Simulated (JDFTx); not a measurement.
Crystal: SnO2 (Cassiterite).

```
Sn O
1.0
     4.73800    0.00000    0.00000
     0.00000    4.73800    0.00000
     0.00000    0.00000    3.18650
Sn O
2 4
Direct
  0.50000 0.50000 0.50000
  0.00000 0.00000 0.00000
  0.80710 0.19290 0.50000
  0.69290 0.69290 0.00000
  0.19290 0.80710 0.50000
  0.30710 0.30710 0.00000
```

```yaml
Program: JDFTx 1.7.0 (patched build)
Task: single point
Functional: PBEsol
Potentials_or_basis: PseudoDojo-SR-PBEsol-0.4.1-standard with smoothed tails
Cutoff: 1143 eV
Density_cutoff: 9143 eV
k_mesh: 6 × 6 × 8
Occupations: fermi-dirac, width 0.05 eV
Spin: no spin polarisation
```

On this cell: pressure 6.0 GPa; largest force 0.219 eV/Å; band gap on the k mesh 1.16 eV, direct.

The same run follows on a disturbed copy (atoms moved at random, drawn with an rms of 0.05 Å):

```
Sn O
1.0
     4.73800    0.00000    0.00000
     0.00000    4.73800    0.00000
     0.00000    0.00000    3.18650
Sn O
2 4
Direct
  0.50136 0.50951 0.49746
  0.99024 0.00615 0.99822
  0.80742 0.19471 0.50555
  0.69731 0.69922 0.00342
  0.20807 0.81229 0.50986
  0.30845 0.30649 0.98763
```

Q: What changes?

A: The energy moves by +17.7 meV/atom; pressure 6.1 GPa; largest force 1.733 eV/Å; band gap on the k mesh 1.06 eV, direct.

Forces on the atoms (eV/Å):
```
Sn  -0.227 -0.833 -0.075
Sn   1.629 -0.215  0.552
O   -0.469  0.540 -0.440
O    0.014 -0.305 -0.140
O   -1.020  0.680 -0.410
O    0.073  0.132  0.513
```

Stress tensor (GPa, compression positive):
```
 5.12 -0.20 -0.58
-0.20  5.84 -0.84
-0.58 -0.84  7.27
```

Caveats: spin-orbit coupling is left out, which moves the levels of the heavy elements; the empty levels aren't tightly converged (some runs).

